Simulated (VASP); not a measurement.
Wanted: an ASE script for a VASP 6.6.1 run.

- Task: single point
- Functional: LDA
- Potentials or basis: VASP PAW LDA potentials, release 64 (Au)
- Cutoff: 500 eV
- k mesh: 11 × 11 × 11
- Occupations: gaussian, width 0.02 eV
- Spin: no spin polarisation
- Further INCAR settings: ALGO = Normal; EDIFF = 1.00e-07; NBANDS = 12

The system is Au.

```
Au
1.0
     0.00000    2.03500    2.03500
     2.03500    0.00000    2.03500
     2.03500    2.03500    0.00000
Au
1
Direct
  0.00000 0.00000 0.00000
```

These files were run (other wordings do the same):

run.py

```python
from ase import Atoms
from ase.calculators.vasp import Vasp
from ase.dft.bandgap import bandgap

atoms = Atoms(
    ['Au'],
    cell=[[0.0, 2.035, 2.035], [2.035, 0.0, 2.035], [2.035, 2.035, 0.0]],
    scaled_positions=[[0.0, 0.0, 0.0]],
    pbc=True,
)
calc = Vasp(
    directory='calc',
    xc='lda',
    pp='LDA',
    setups='minimal',
    prec='Accurate',
    encut=500,
    ediff=1e-07,
    ismear=0,
    sigma=0.02,
    lreal=False,
    lasph=True,
    nelm=80,
    algo='Normal',
    isif=2,
    lwave=False,
    lcharg=False,
    kpts=[11, 11, 11],
    gamma=True,
    nbands=12,
)
atoms.calc = calc

print('energy (eV):', atoms.get_potential_energy())
print('free energy (eV):', atoms.get_potential_energy(force_consistent=True))
print('forces (eV/A):')
print(atoms.get_forces())
print('stress (eV/A^3, Voigt):', atoms.get_stress())
print('Fermi level (eV):', calc.get_fermi_level())
gap, top, bottom = bandgap(calc)
print('band gap (eV):', gap, 'from (spin, k, band)', top, 'to', bottom)
```

Potentials or basis: VASP PAW LDA potentials, release 64 (Au).

The run is started by

```bash
$ python run.py
```

Results of the run:

```json
{
  "Pressure": "-2.6 GPa",
  "Band gap on the k mesh": "none (metal or under the smearing width)"
}
```

It took 12 s on 1 thread of Intel(R) Xeon(R) Platinum 8488C (Sapphire Rapids), with other jobs on the host, peak memory 0.13 GiB.
